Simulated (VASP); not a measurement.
A run of VASP 6.6.1:

INCAR

```
PREC     = Accurate       # precision mode
ENCUT    = 520            # plane-wave cutoff, eV
EDIFF    = 1E-8           # SCF threshold, eV
ISMEAR   = 0              # smearing method
SIGMA    = 0.1            # smearing width, eV
LREAL    = F              # projectors in reciprocal space
LASPH    = T              # aspherical terms in the spheres
NELM     = 60             # most SCF steps
ALGO     = Normal         # electronic algorithm
ISIF     = 3              # what is computed and relaxed
LWAVE    = F              # write WAVECAR
LCHARG   = F              # write CHGCAR
GGA      = PE             # functional
IBRION   = 6              # ionic algorithm
NFREE    = 2            
POTIM    = 0.015          # step
NSW      = 1              # ionic steps
KPAR     = 4
```

The input KPOINTS:

```
regular mesh
0
Gamma
  6 6 6
```

Contents of POSCAR:

```
Si2W                                    
1.0
   -1.6147793768      1.6147793768      3.9323450731
    1.6147793768     -1.6147793768      3.9323450731
    1.6147793768      1.6147793768     -3.9323450731
  Si              W             
     2     1
Direct
     0.3344703788166186    0.3344703788166186    0.0000000000000000
     0.6655296211833814    0.6655296211833814    0.0000000000000000
     0.0000000000000000    0.0000000000000000    0.0000000000000000
```

Potentials or basis: VASP PAW PBE potentials, release 64 (Si, W_sv).

Command:

```console
$ cat potpaw_PBE.64/Si/POTCAR potpaw_PBE.64/W_sv/POTCAR > POTCAR
$ mpirun -np 4 vasp_std > vasp.out
```

Hardware: 4 MPI ranks on Intel(R) Xeon(R) Platinum 8259CL CPU @ 2.50GHz (Skylake/Cascade Lake) (shared host).

Task: Estimate the wall time of this run.

Result: Wall time 5.7 min on 4 MPI ranks on Intel(R) Xeon(R) Platinum 8259CL CPU @ 2.50GHz (Skylake/Cascade Lake), with other jobs on the host, peak memory 0.26 GiB a rank. Counts: scf iterations 221, k points 30.
